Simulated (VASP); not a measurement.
Sb2Se3:

```
Sb Se
1.0
     4.15222    0.00000    0.00000
    -2.07611    3.59592    0.00000
     0.00000    0.00000   18.23687
Sb Se
4 6
Direct
  0.33333 0.66667 0.36006
  0.66667 0.33333 0.86006
  0.66667 0.33333 0.63994
  0.33333 0.66667 0.13994
  0.66667 0.33333 0.25000
  0.33333 0.66667 0.75000
  0.33333 0.66667 0.53056
  0.66667 0.33333 0.03056
  0.33333 0.66667 0.96944
  0.66667 0.33333 0.46944
```

The cell was built by a generator and needn't be a form met in nature.

* Program: VASP 6.6.1
* Task: relaxation of cell and atoms
* Functional: PBE
* Potentials or basis: VASP PAW PBE potentials, release 64 (Sb, Se)
* Cutoff: 520 eV
* k mesh: 4 × 4 × 1
* Occupations: gaussian, width 0.15 eV
* Spin: no spin polarisation

At the start: pressure 0.3 GPa; volume 27.23 Å³/atom.

Problem. How do energy, volume and symmetry change on relaxing?

Solution. Over 15 steps the energy falls by 468.3 meV/atom and the volume is 29.13 Å³/atom (+7.0 %); space group P6_3/mmc (No. 194, to 0.05 Å).

The path:
| step | energy change (eV) | largest force (eV/Å) | pressure (GPa) | volume (Å³) |
| --- | --- | --- | --- | --- |
| 1 | 0.0000 | 2.4816 | 0.29 | 272.30 |
| 2 | -1.3200 | 2.6744 | -1.41 | 274.19 |
| 3 | -4.0684 | 0.7628 | -2.89 | 279.56 |
| 4 | -4.3917 | 0.2271 | -0.96 | 281.60 |
| 5 | -4.4739 | 0.4765 | 1.02 | 283.40 |
| 6 | -4.5496 | 0.5435 | -2.26 | 299.37 |
| 7 | -4.6000 | 0.1899 | -1.10 | 293.14 |
| 8 | -4.6450 | 0.1669 | 0.51 | 284.01 |
| 9 | -4.6558 | 0.1747 | 0.05 | 286.70 |
| 10 | -4.6558 | 0.1746 | -0.02 | 286.94 |
| 11 | -4.6648 | 0.1077 | 0.40 | 286.25 |
| 12 | -4.6650 | 0.0954 | 0.52 | 286.13 |
| 13 | -4.6703 | 0.1155 | 0.44 | 287.27 |
| 14 | -4.6782 | 0.0539 | -0.07 | 290.68 |
| 15 | -4.6831 | 0.0680 | -0.11 | 291.28 |

Final structure:
```xyz
10
Lattice="4.0029 0.0000 0.0000 -2.0014 3.4666 0.0000 0.0000 0.0000 20.9913" Properties=species:S:1:pos:R:3 pbc="T T T"
Sb    0.0000    2.3111    7.3068
Sb    2.0014    1.1555   17.8025
Sb    2.0014    1.1555   13.6844
Sb    0.0000    2.3111    3.1888
Se    2.0014    1.1555    5.2478
Se    0.0000    2.3111   15.7435
Se    0.0000    2.3111   12.0597
Se    2.0014    1.1555    1.5641
Se    0.0000    2.3111   19.4272
Se    2.0014    1.1555    8.9316
```

Caveat: the k mesh is coarse (spacing up to 0.44 Å⁻¹), so the values aren't converged; this functional lacks dispersion, which binds the layers, so the pressure and a relaxed spacing across them are unreliable.
